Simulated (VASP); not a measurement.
The system is Hf.

```xyz
1
Lattice="-1.8050 1.8050 1.8050 1.8050 -1.8050 1.8050 1.8050 1.8050 -1.8050" Properties=species:S:1:pos:R:3 pbc="T T T"
Hf    0.0000    0.0000    0.0000
```

This isn't the form of Hf at room conditions, which is hcp.

- Program: VASP 6.6.1
- Task: relaxation of cell and atoms
- Functional: PBEsol
- Potentials or basis: VASP PAW PBE potentials, release 64 (Hf_pv)
- Cutoff: 600 eV
- k mesh: 8 × 8 × 8
- Occupations: fermi-dirac, width 0.05 eV
- Spin: no spin polarisation

At the start: pressure -9.6 GPa; volume 23.52 Å³/atom.

How do energy, volume and symmetry change on relaxing?

Over 4 steps the energy falls by 73.4 meV/atom and the volume is 21.25 Å³/atom (-9.6 %); space group Im-3m (No. 229, to 0.05 Å).

The path:
| step | energy change (eV) | largest force (eV/Å) | pressure (GPa) | volume (Å³) |
| --- | --- | --- | --- | --- |
| 1 | 0.0000 | 0.0000 | -9.64 | 23.52 |
| 2 | 0.0223 | 0.0000 | 15.00 | 19.03 |
| 3 | -0.0734 | 0.0000 | -0.22 | 21.30 |
| 4 | -0.0734 | 0.0000 | 0.01 | 21.25 |

Final structure:
```cif
data_structure
_symmetry_space_group_name_H-M 'P 1'
_symmetry_Int_Tables_number 1
_cell_length_a 3.0224
_cell_length_b 3.0224
_cell_length_c 3.0224
_cell_angle_alpha 109.471
_cell_angle_beta 109.471
_cell_angle_gamma 109.471
_cell_volume 21.25
loop_
_atom_site_label
_atom_site_type_symbol
_atom_site_fract_x
_atom_site_fract_y
_atom_site_fract_z
_atom_site_occupancy
Hf1 Hf 0.00000 0.00000 0.00000 1
```

Caveat: the PAW data sets were made with another functional, which shifts forces and pressure a little.
